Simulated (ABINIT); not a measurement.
**Ge: single point with PBE**

**What was measured.**

“Electronic and optical properties of SixGe1-x-ySny alloys lattice-matched to Ge”, 2021, arxiv:2109.02782 reports, for a bulk crystal of Ge at 293 K: band gap 0.666 eV (indirect).

Crystal: Ge.

```
Ge
1.0
     0.00000    2.82891    2.82891
     2.82891    0.00000    2.82891
     2.82891    2.82891    0.00000
Ge
2
Direct
  0.75000 0.75000 0.75000
  0.50000 0.50000 0.50000
```

```json
{
  "Program": "ABINIT 10.8.3 (patched build)",
  "Task": "single point",
  "Functional": "PBE",
  "Potentials or basis": "JTH PAW PBE v2.0",
  "Cutoff": "544 eV",
  "k mesh": "6 × 6 × 6",
  "Occupations": "fermi-dirac, width 0.05 eV",
  "Spin": "no spin polarisation"
}
```

```json
{
  "Band gap on the k mesh": "none (metal or under the smearing width)",
  "Valence electrons inside the program's atomic spheres": "Ge 12.40, 12.39 (radii [1.2196] Å)"
}
```

Levels at points of the mesh, in eV from the Fermi level:
| k point | band 11 | band 12 | band 13 | band 14 | band 15 | band 16 | band 17 | band 18 |
| --- | --- | --- | --- | --- | --- | --- | --- | --- |
| (0.00, 0.00, 0.00) | -12.83 | -0.04 | -0.04 | -0.04 | -0.03 | 2.51 | 2.51 | 2.51 |
| (0.50, 0.00, 0.00) | -10.74 | -7.65 | -1.46 | -1.46 | 0.13 | 3.71 | 3.71 | 7.08 |
| (0.50, 0.50, 0.00) | -8.94 | -8.94 | -3.13 | -3.13 | 0.72 | 0.72 | 9.46 | 9.46 |

Wall time 12 s on 1 thread of Intel(R) Xeon(R) Platinum 8488C (Sapphire Rapids), on a shared host, peak memory 0.11 GiB.

Against the measured gap of Ge, 0.666 eV (indirect; 293 K; “Electronic and optical properties of SixGe1-x-ySny alloys lattice-matched to Ge”, 2021, arxiv:2109.02782), the calculated 0.00 eV is off by -0.67 eV. 3 values of this kind are on record (0.666 to 0.807 eV); this one was drawn at random among those near their median. Spin-orbit coupling on Ge is left out. The value is that of PBE on a finite k mesh, which can miss the band edges, without temperature or zero-point motion. Semilocal functionals fall short of measured gaps as a rule.

Caveat: this crystal is a semiconductor, whose small gap the functional closes, so the metal is an error of the method.
